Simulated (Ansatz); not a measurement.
Runs of Ansatz 0.2.0 on Bi. Symmetry: Im-3m, No. 229, cubic system. Conventional cell: a = 3.963 Å, b = 3.963 Å, c = 3.963 Å, α = 90.00°, β = 90.00°, γ = 90.00°. Bi (site symmetry m-3m) is surrounded by 8 Bi at 3.43 Å. This isn't the form of Bi at room conditions, which is rhombohedral.

```tsv
task	level	spin	cell	k mesh	points for each segment of the path	gap on the mesh (eV)	pressure (GPa)
band structure	HSE06	off	as given	5 × 5 × 5	4	none	-1.3
relaxation of cell and atoms	HSEsol	off	relaxed	5 × 5 × 5	-	none	0.0
single point	B3LYP	off	as given	5 × 5 × 5	-	none	(a)
single point	PBE0	SOC, no magnetisation	as given	4 × 4 × 4	-	none	1.4
band structure	HSE03	off	as given	5 × 5 × 5	4	none	-0.9
```

Alike in all rows: potentials or basis Ansatz PAW; cutoff (eV) 420; smearing fermi-dirac 0.05 eV; the mesh is coarse, so values aren't converged.

Problem. Fill in the values left out.

Solution. (a) 1.8.

Caveats: all runs use coarse meshes; the PAW data sets come from PBE, with cores solved anew for the run's functional, which leaves a small shift of forces and pressure; spin-orbit coupling is left out, which moves the levels of the heavy elements (some runs); the thresholds are loose for stress (some runs); the plane-wave basis is chosen anew once the cell has moved, so the energies of steps on either side of that aren't comparable (some runs).

A k mesh can miss the band edges, and rows without SOC leave out spin-orbit coupling on Bi.

A gap of «none» marks a metal or a gap under the smearing width.
